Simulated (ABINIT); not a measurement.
# Br (Cmce) in ABINIT: reference runs

Aim: a first look at Br with PBEsol, on the cell as given and on a disturbed one.

Program: ABINIT 10.8.3 (patched build). These are calculated values, not measurements. Logs are shortened: lines on timing, memory, paths and dates and some standing lists are left out, and cuts for length are marked. The log counts tension as positive stress, the text compression.

## Step 1: Starting point

The structure is orthorhombic, space group Cmce (No. 64). Conventional cell: a = 6.726 Å, b = 4.645 Å, c = 8.702 Å, α = 90.00°, β = 90.00°, γ = 90.00°. Around Br (site symmetry m) lie 1 Br at 2.29 Å.

## Step 2: Single point, PBEsol

run.abi reads:

```
# Pseudopotentials
pp_dirpath "./"
pseudos "Br.upf"

# Structure
acell 7.7238007882 7.7238007882 16.4449636543
rprim
     0.8228618996    -0.5682414049     0.0000000000
     0.8228618996     0.5682414049     0.0000000000
     0.0000000000     0.0000000000     1.0000000000
ntypat 1
znucl 35
natom 4
typat 1 1 1 1
xred
     0.3651000000     0.6349000000     0.3901000000
     0.1349000000     0.8651000000     0.8901000000
     0.6349000000     0.3651000000     0.6099000000
     0.8651000000     0.1349000000     0.1099000000
chkprim 0
chksymtnons 0
tolsym 1.0e-6

# Plane-wave basis
ecut 23.0

# k points
kptopt 1
ngkpt 7 7 3
nshiftk 1
shiftk 0.0 0.0 0.0

# Exchange and correlation
ixc -116133

# Bands and occupations
nband 18
occopt 3
tsmear 0.00183747

# SCF cycle
nstep 100
tolvrs 1.0e-10

# Output
iomode 3
prtwf 0
prteig 0
prtebands 0
enunit 1
prtden 1
prtvha 1
prtvclmb 1
prtpot 1
prtelf 1
```

Potentials or basis: PseudoDojo NC SR PBEsol v0.4.1 standard.

On the command line:

```bash
$ mpirun --bind-to none -np 4 abinit run.abi > log 2>&1
```

run.abo:

```text
.Version 10.8.3 of ABINIT
 Symmetries : space group Cm c a (# 64); Bravais oC (1-face-center ortho.)
================================================================================
 Values of the parameters that define the memory need of the present run
     intxc =       0    ionmov =       0      iscf =       7    lmnmax =       6
     lnmax =       6     mgfft =      72  mpssoang =       3    mqgrid =    3551
     natom =       4  nloc_mem =       1    nspden =       1   nspinor =       1
    nsppol =       1      nsym =       8    n1xccc =    2501    ntypat =       1
    occopt =       3   xclevel =       2
       mpw =        4853          nfft =       93312          nkpt =          32
================================================================================
================================================================================

--------------------------------------------------------------------------------
------------- Echo of variables that govern the present computation ------------
--------------------------------------------------------------------------------
 -outvars: echo values of preprocessed input variables --------
            acell      7.7238007882E+00  7.7238007882E+00  1.6444963654E+01 Bohr
              amu      7.99040000E+01
          chkprim           0
      chksymtnons           0
             ecut      2.30000000E+01 Hartree
           enunit           1
              ixc     -116133
         kptrlatt        7    0    0      0    7    0      0    0    3
          kptrlen      4.93348910E+01
            natom           4
            nband          18
            ngfft          36      36      72
             nkpt          32
            nstep         100
             nsym           8
           ntypat           1
           occopt           3
        prtebands           0
           prteig           0
           prtelf           1
           prtpot           1
         prtvclmb           1
           prtvha           1
            prtwf           0
            rprim      8.2286189960E-01 -5.6824140490E-01  0.0000000000E+00
                       8.2286189960E-01  5.6824140490E-01  0.0000000000E+00
                       0.0000000000E+00  0.0000000000E+00  1.0000000000E+00
          spgroup          64
           tolsym      1.00000000E-06
           tolvrs      1.00000000E-10
           tsmear      1.83747000E-03 Hartree
            typat      1  1  1  1
           xangst      3.3632499978E+00  6.2662398962E-01  3.3947672277E+00
                       3.3632499978E+00  1.6959260090E+00  7.7459172247E+00
                       3.3632499978E+00 -6.2662398962E-01  5.3075327664E+00
                       3.3632499978E+00 -1.6959260090E+00  9.5638276935E-01
            xcart      6.3556213887E+00  1.1841477243E+00  6.4151803215E+00
                       6.3556213887E+00  3.2048356868E+00  1.4637662149E+01
                       6.3556213887E+00 -1.1841477243E+00  1.0029783333E+01
                       6.3556213887E+00 -3.2048356868E+00  1.8073015056E+00
             xred      3.6510000000E-01  6.3490000000E-01  3.9010000000E-01
                       1.3490000000E-01  8.6510000000E-01  8.9010000000E-01
                       6.3490000000E-01  3.6510000000E-01  6.0990000000E-01
                       8.6510000000E-01  1.3490000000E-01  1.0990000000E-01
            znucl       35.00000

================================================================================

 chkinp: Checking input parameters for consistency.

================================================================================
== DATASET  1 ==================================================================

--- !DatasetInfo
iteration_state: {dtset: 1, }
dimensions: {natom: 4, nkpt: 32, mband: 18, nsppol: 1, nspinor: 1, nspden: 1, mpw: 4853, }
cutoff_energies: {ecut:  23.0, pawecutdg:  -1.0, }
electrons: {nelect:   2.80000000E+01, charge:   0.00000000E+00, occopt:   3.00000000E+00, tsmear:   1.83747000E-03, }
meta: {optdriver: 0, ionmov: 0, optcell: 0, iscf: 7, paral_kgb: 0, }
...

 Real(R)+Recip(G) space primitive vectors, cartesian coordinates (Bohr,Bohr^-1):
 R(1)=  6.3556214 -4.3889834  0.0000000  G(1)=  0.0786705 -0.1139216  0.0000000
 R(2)=  6.3556214  4.3889834  0.0000000  G(2)=  0.0786705  0.1139216  0.0000000
 R(3)=  0.0000000  0.0000000 16.4449637  G(3)=  0.0000000  0.0000000  0.0608089
 Unit cell volume ucvol=  9.1745521E+02 bohr^3
 Angles (23,13,12)=  9.00000000E+01  9.00000000E+01  6.92553688E+01 degrees

 getcut: wavevector=  0.0000  0.0000  0.0000  ngfft=  36  36  72
         ecut(hartree)=     23.000   => boxcut(ratio)=   2.02801

--- Pseudopotential description ------------------------------------------------
- pspini: atom type   1  psp file is ./Br.upf
[... 50 lines left out ...]
lattice_vectors:
- [  6.3556214,  -4.3889834,   0.0000000, ]
- [  6.3556214,   4.3889834,   0.0000000, ]
- [  0.0000000,   0.0000000,  16.4449637, ]
lattice_lengths: [   7.72380,    7.72380,   16.44496, ]
lattice_angles: [ 90.000,  90.000,  69.255, ] # degrees, (23, 13, 12)
lattice_volume:   9.1745521E+02
convergence: {deltae: -4.974E-14, res2:  9.812E-11, residm:  2.169E-05, diffor: null, }
etotal    :  -6.28526617E+01
entropy   :   0.00000000E+00
fermie    :   4.07928337E-02
cartesian_stress_tensor: # hartree/bohr^3
- [ -8.38228337E-07,   0.00000000E+00,   0.00000000E+00, ]
- [  0.00000000E+00,   1.84165335E-05,   0.00000000E+00, ]
- [  0.00000000E+00,   0.00000000E+00,  -2.66575008E-05, ]
pressure_GPa:   8.9040E-02
xred      :
- [  3.6510E-01,   6.3490E-01,   3.9010E-01, Br]
- [  1.3490E-01,   8.6510E-01,   8.9010E-01, Br]
- [  6.3490E-01,   3.6510E-01,   6.0990E-01, Br]
- [  8.6510E-01,   1.3490E-01,   1.0990E-01, Br]
cartesian_forces: # hartree/bohr
- [ -5.45254058E-19,   6.27008515E-03,  -1.29260601E-02, ]
- [  4.08782471E-19,  -6.27008515E-03,  -1.29260601E-02, ]
- [ -2.48983980E-20,  -6.27008515E-03,   1.29260601E-02, ]
- [  1.61369985E-19,   6.27008515E-03,   1.29260601E-02, ]
force_length_stats: {min:   1.43665235E-02, max:   1.43665235E-02, mean:   1.43665235E-02, }
...

 Integrated electronic density in atomic spheres:
 ------------------------------------------------
 Atom  Sphere_radius  Integrated_density
    1        2.00000          4.14400675
    2        2.00000          4.14400675
    3        2.00000          4.14400675
    4        2.00000          4.14400675
================================================================================

 ----iterations are completed or convergence reached----

 Mean square residual over all n,k,spin=   71.541E-09; max=  21.693E-06
 reduced coordinates (array xred) for    4 atoms
       0.365100000000      0.634900000000      0.390100000000
       0.134900000000      0.865100000000      0.890100000000
       0.634900000000      0.365100000000      0.609900000000
       0.865100000000      0.134900000000      0.109900000000
 rms dE/dt=  1.2477E-01; max dE/dt=  2.1257E-01; dE/dt below (all hartree)
    1       0.027519299692     -0.027519299692      0.212568589019
    2      -0.027519299692      0.027519299692      0.212568589019
    3      -0.027519299692      0.027519299692     -0.212568589019
    4       0.027519299692     -0.027519299692     -0.212568589019

 cartesian coordinates (angstrom) at end:
    1      3.36324999775146     0.62662398961842     3.39476722769058
    2      3.36324999775146     1.69592600896728     7.74591722473055
    3      3.36324999775146    -0.62662398961842     5.30753276638936
    4      3.36324999775146    -1.69592600896728     0.95638276934939

 cartesian forces (hartree/bohr) at end:
    1     -0.00000000000000     0.00627008514596    -0.01292606012926
    2      0.00000000000000    -0.00627008514596    -0.01292606012926
    3     -0.00000000000000    -0.00627008514596     0.01292606012926
    4      0.00000000000000     0.00627008514596     0.01292606012926
 frms,max,avg= 8.2945162E-03 1.2926060E-02   0.000E+00  0.000E+00  0.000E+00 h/b

 cartesian forces (eV/Angstrom) at end:
    1     -0.00000000000000     0.32242074167648    -0.66468473662037
    2      0.00000000000000    -0.32242074167648    -0.66468473662037
    3     -0.00000000000000    -0.32242074167648     0.66468473662037
    4      0.00000000000000     0.32242074167648     0.66468473662037
 frms,max,avg= 4.2652117E-01 6.6468474E-01   0.000E+00  0.000E+00  0.000E+00 e/A
 length scales=  7.723800788200  7.723800788200 16.444963654300 bohr
              =  4.087259355897  4.087259355897  8.702299994080 angstroms
 Fermi (or HOMO) energy (eV) =   1.11003   Average Vxc (eV)=  -8.23234
 Eigenvalues (   eV  ) for nkpt=  32  k points:
 kpt#   1, nband= 18, wtk=  0.00680, kpt=  0.0000  0.0000  0.0000 (reduced coord)
 -15.78801  -15.47278  -12.94485  -12.27177   -4.79915   -3.79045   -1.99514   -1.98182
  -1.49404   -1.45430   -0.76557   -0.17435    0.11799    0.16190    1.98343    2.74083
   5.95917    6.68218
 prteigrs : prtvol=0 or 1, do not print more k-points.

--- !EnergyTerms
iteration_state     : {dtset: 1, }
comment             : Components of total free energy in Hartree
kinetic             :  1.73553549121955E+01
hartree             :  8.74240271237327E+00
xc                  : -2.04382261792811E+01
Ewald energy        : -4.38990270675719E+01
psp_core            :  1.33665882882501E+00
local_psp           : -3.48740812043222E+01
non_local_psp       :  8.92425630368684E+00
internal            : -6.28526616940947E+01
'-kT*entropy'       : -3.11496886389166E-10
total_energy        : -6.28526616944062E+01
total_energy_eV     : -1.71030805395446E+03
band_energy         : -5.55195968193203E+00
...

 Cartesian components of stress tensor (hartree/bohr^3)
  sigma(1 1)= -8.38228337E-07  sigma(3 2)=  0.00000000E+00
  sigma(2 2)=  1.84165335E-05  sigma(3 1)=  0.00000000E+00
  sigma(3 3)= -2.66575008E-05  sigma(2 1)=  0.00000000E+00

-Cartesian components of stress tensor (GPa)         [Pressure=  8.9040E-02 GPa]
- sigma(1 1)= -2.46615291E-02  sigma(3 2)=  0.00000000E+00
- sigma(2 2)=  5.41833121E-01  sigma(3 1)=  0.00000000E+00
- sigma(3 3)= -7.84290750E-01  sigma(2 1)=  0.00000000E+00

== END DATASET(S) ==============================================================
================================================================================

 -outvars: echo values of variables after computation  --------
            acell      7.7238007882E+00  7.7238007882E+00  1.6444963654E+01 Bohr
           etotal     -6.2852661694E+01
            fcart     -5.4525405813E-19  6.2700851460E-03 -1.2926060129E-02
                       4.0878247102E-19 -6.2700851460E-03 -1.2926060129E-02
                      -2.4898397977E-20 -6.2700851460E-03  1.2926060129E-02
                       1.6136998509E-19  6.2700851460E-03  1.2926060129E-02
            rprim      8.2286189960E-01 -5.6824140490E-01  0.0000000000E+00
                       8.2286189960E-01  5.6824140490E-01  0.0000000000E+00
                       0.0000000000E+00  0.0000000000E+00  1.0000000000E+00
           strten     -8.3822833742E-07  1.8416533464E-05 -2.6657500771E-05
                       0.0000000000E+00  0.0000000000E+00  0.0000000000E+00
           xangst      3.3632499978E+00  6.2662398962E-01  3.3947672277E+00
                       3.3632499978E+00  1.6959260090E+00  7.7459172247E+00
                       3.3632499978E+00 -6.2662398962E-01  5.3075327664E+00
                       3.3632499978E+00 -1.6959260090E+00  9.5638276935E-01
             xred      3.6510000000E-01  6.3490000000E-01  3.9010000000E-01
                       1.3490000000E-01  8.6510000000E-01  8.9010000000E-01
                       6.3490000000E-01  3.6510000000E-01  6.0990000000E-01
                       8.6510000000E-01  1.3490000000E-01  1.0990000000E-01
 Calculation completed.
```

It took 20 s on 4 MPI ranks of Arm Neoverse V2, shared host; peak memory 0.36 GiB.

What came out:

```yaml
Free_energy: -1710.3081 eV
Pressure: 0.1 GPa
Largest_force: 0.739 eV/Å
Band_gap_on_the_k_mesh: 1.81 eV, indirect (least direct gap 1.82 eV)
Valence_electrons_inside_the_program's_atomic_spheres: Br 4.14 (radii [1.0584] Å)
```

Forces in eV/Å, atoms in the order of the input:
```
Br   0.000  0.322 -0.665
Br   0.000 -0.322 -0.665
Br   0.000 -0.322  0.665
Br   0.000  0.322  0.665
```

Caveat: an odd mesh through Γ misses points on the zone boundary, where band edges often lie. PBEsol gaps usually lie below the measured ones, often by a third to a half.

(Continued in part 2 of 2.)
